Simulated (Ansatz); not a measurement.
# How far is PAW off for TaN?

```
Ta N
1.0
     0.02179    2.18989    2.18989
     2.18989    0.02179    2.18989
     2.18989    2.18989    0.02179
Ta N
1 1
Direct
  0.50000 0.50000 0.50000
  0.00000 0.00000 0.00000
```

Atoms are numbered in the order listed.

The cell comes from COD entry 2310957, which wasn't checked; take it as a given geometry. The listed cell was then made from it by scaling, straining or moving an atom.

No spin–orbit coupling, which matters for the heavy atoms here.

All numbers are computed: DFT, PBE, PAW with Ansatz's default frozen-core files, scalar-relativistic (Ansatz 0.2.0); DFT, PBE, all-electron LAPW, scalar-relativistic (Ansatz 0.2.0).

For PAW: a Γ-centred 9×9×9 k mesh, Fermi–Dirac smearing of 0.02 eV, cutoff 420 eV, no spin polarisation. LAPW targets a basis error of 0.5 meV/atom. The Ansatz runs share mesh, smearing and spin set-up. Plane-wave (PAW) pressures include the program's estimate of the Pulay term.

Stress and pressure are positive in compression.

The change that made this cell: equal xy, yz and zx engineering shear strains of +1 %.

PAW results:

```json
{"quantity": "pressure (GPa)", "PAW": "14.53"}
{"quantity": "stress yz (GPa)", "PAW": "-0.85"}
{"quantity": "stress xz (GPa)", "PAW": "-0.85"}
{"quantity": "stress xy (GPa)", "PAW": "-0.85"}
```

(1) What does full-potential LAPW give for the same quantities?

Answers

(1) 
```
       quantity   LAPW
 pressure (GPa)  14.58
stress yz (GPa)  -0.83
stress xz (GPa)  -0.83
stress xy (GPa)  -0.83
```
